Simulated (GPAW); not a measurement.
Runs of GPAW 26.7.0 on ZnS (Wurtzite-2H). It takes space group P6_3mc (No. 186, hexagonal). The conventional cell has a = 3.811 Å, b = 3.811 Å, c = 6.234 Å, α = 90.00°, β = 90.00°, γ = 120.00°. Zn (site symmetry 3m) has 4 S at 2.31 to 2.40 Å as nearest neighbours. Around S (site symmetry 3m) lie 4 Zn at 2.31 to 2.40 Å. 

| task | level | potentials or basis | cell | k mesh | cutoff (eV) | smearing | response ecut | response k mesh | response bands | kernels | coarser k mesh | gap on the mesh (eV) | pressure (GPa) | relaxed volume (Å³/atom) | largest force (eV/Å) |
| --- | --- | --- | --- | --- | --- | --- | --- | --- | --- | --- | --- | --- | --- | --- | --- |
| dielectric tensor | PBE | GPAW PAW data sets (gpaw-data 1.2.1), newer versions, pw | as given | 7 × 7 × 4 | 400 | fermi-dirac 0.001 eV | 60 eV | 18 × 18 × 10 | 50 | ["RPA", "LR0.3", "ALDA_X"] | 13 × 13 × 7 | (c) | - | - | - |
| relaxation of cell and atoms | TASK | GPAW PAW data sets (gpaw-data 1.2.1), pw | relaxed | 6 × 6 × 3 | 600 | fermi-dirac 0.05 eV | - | - | - | - | - | 3.58 | 0.0 | 21.17 | 0.01 |
| band structure | SOGGA | PAW data sets generated in the run's folder for this functional, pw | as given | 6 × 6 × 3 | 600 | fermi-dirac 0.05 eV | - | - | - | - | - | 2.09 | -1.5 | - | 0.31 |
| band structure | revPBE | the program's PAW data sets (release 1.2.1) made for this functional, pw | as given | 6 × 6 × 3 | 600 | fermi-dirac 0.05 eV | - | - | - | - | - | 2.37 | 4.5 | - | 0.34 |
| relaxation of cell and atoms | PBEsol+D4 | PAW data sets generated in the run's folder for this functional, pw | relaxed | 6 × 6 × 3 | 600 | fermi-dirac 0.05 eV | - | - | - | - | - | (b) | 0.0 | 18.88 | 0.01 |
| relaxation of cell and atoms | r2SCAN+D3(BJ) | GPAW PAW data sets (gpaw-data 1.2.1), pw | relaxed | 6 × 6 × 3 | 600 | fermi-dirac 0.05 eV | - | - | - | - | - | 2.90 | 0.1 | 19.14 | 0.01 |
| relaxation of cell and atoms | PBEsol+D3(BJ) | PAW data sets generated in the run's folder for this functional, pw | relaxed | 6 × 6 × 3 | 600 | fermi-dirac 0.05 eV | - | - | - | - | - | (d) | 0.0 | 18.70 | 0.01 |
| band structure | C09-vdW | GPAW PAW data sets (gpaw-data 1.2.1), pw | as given | 6 × 6 × 3 | 600 | fermi-dirac 0.05 eV | - | - | - | - | - | 2.20 | - | - | 0.33 |
| dielectric tensor | LDA | the program's PAW data sets (release 1.2.1) made for this functional, pw | as given | 7 × 7 × 4 | 400 | fermi-dirac 0.001 eV | 80 eV | 10 × 10 × 6 | 58 | ["RPA"] | 10 × 10 × 6 | 1.99 | - | - | - |
| band structure | PBEint | PAW data sets generated in the run's folder for this functional, pw | as given | 6 × 6 × 3 | 600 | fermi-dirac 0.05 eV | - | - | - | - | - | 2.19 | 0.1 | - | 0.32 |
| band structure | optB88-vdW | GPAW PAW data sets (gpaw-data 1.2.1), pw | as given | 6 × 6 × 3 | 600 | fermi-dirac 0.05 eV | - | - | - | - | - | (a) | - | - | 0.34 |

Alike in all rows: no spin polarisation.

Question: Estimate the missing entries.

Answer: (a) 2.25; (b) 2.23; (c) 2.24; (d) 2.27.

Caveats: later steps reuse the first step's grids (some runs); the PAW data sets were made with another functional, which shifts forces and pressure a little (some runs); an odd mesh through Γ misses points on the zone boundary, where band edges often lie (some runs); the long-wavelength limit can be off by several per cent where d states take part (some runs).

Not every run made on this cell is shown here.
